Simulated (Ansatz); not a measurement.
Runs of Ansatz 0.2.0 on MgO. The structure is cubic, space group Fm-3m (No. 225). Conventional cell: a = 4.194 Å, b = 4.194 Å, c = 4.194 Å, α = 90.00°, β = 90.00°, γ = 90.00°. Around Mg (site symmetry m-3m) lie 6 O at 2.10 Å. O (site symmetry m-3m) has 6 Mg at 2.10 Å as nearest neighbours. The cell is a database's computed one.

```csv
task,potentials or basis,cell,cutoff (eV),basis error allowed,gap on the mesh (eV),pressure (GPa)
relaxation of cell and atoms,"all-electron LAPW, scalar-relativistic",relaxed,-,0.001 eV/atom,4.62,0.0
relaxation of cell and atoms,"all-electron LAPW, scalar-relativistic",relaxed to 20 GPa,-,0.001 eV/atom,5.67,20.0
band structure,all-electron PAW datasets made for the crystal,as given,360,-,4.76,2.4
relaxation of cell and atoms,"all-electron LAPW, scalar-relativistic",relaxed to 5 GPa,-,0.001 eV/atom,(a),5.0
band structure,"all-electron LAPW, scalar-relativistic",as given,316,0.001 eV/atom,4.76,2.4
band structure,"all-electron LAPW, non-relativistic",as given,316,0.001 eV/atom,(b),2.5
relaxation of cell and atoms,"all-electron LAPW, scalar-relativistic",relaxed to 10 GPa,-,0.001 eV/atom,5.18,10.0
relaxation of cell and atoms,"all-electron LAPW, scalar-relativistic",relaxed to 30 GPa,-,0.001 eV/atom,6.11,30.0
```

Alike in all rows: level PBEsol; no spin polarisation; k mesh 11 × 11 × 11; smearing fermi-dirac 0.05 eV.

**Question.** Fill in the values left out.

**Answer.** (a) 4.91; (b) 4.82.

Caveats: an odd mesh through Γ misses points on the zone boundary, where band edges often lie (some runs).

The runs don't all hold the same shells in valence.
